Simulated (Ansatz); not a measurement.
Li: pressure against volume

Li, Fm-3m, a = 4.320 Å. This isn't the element's structure at ambient conditions. Ansatz: PBE, PAW, 420 eV, Γ-centred 16×16×16 mesh on 1 atom, Gaussian smearing 0.10 eV; no spin polarisation. Symmetry fixes shape and atoms, so the cell is only scaled; pressure is positive in compression.

| V (Å³/atom) | P (GPa) |
| --- | --- |
| 17.733 | ? |
| 18.338 | 1.57 |
| 18.942 | 0.99 |
| 19.547 | 0.48 |
| 20.151 | 0.03 |
| 20.756 | -0.36 |
| 21.360 | -0.71 |
| 22.166 | -1.10 |

Q: Take V0 = 20.151 Å³/atom, count pressures from its P0 = 0.03 GPa, fit the third-order Birch–Murnaghan form to the other rows, and predict the missing pressure.

A: With the Eulerian strain f = ½[(V0/V)^(2/3) − 1] and y = (P − P0)/[3f(1 + 2f)^(5/2)], the form is the line y = B0 + 1.5 B0 (B0′ − 4) f. Rows (f, y): 0.03243, 13.53; 0.02106, 13.71; 0.01025, 13.91; -0.00976, 13.99; -0.01905, 14.27; -0.03078, 14.34. Means f = 0.0006917, y = 13.958; Σ(Δf)² = 0.003003, ΣΔfΔy = -0.03761; the slope is their ratio. y = 13.97 − 12.52 f GPa, so B0 = 14.0 GPa and B0′ = 4 + 2 × (-12.52)/(3 × 13.97) = 3.40. At V = 17.733, f = 0.04448, y = 13.413 and P = 2.24 GPa. The run gave 2.23 GPa, so the fit is 0.01 GPa too high, a small miss on the scale of the series.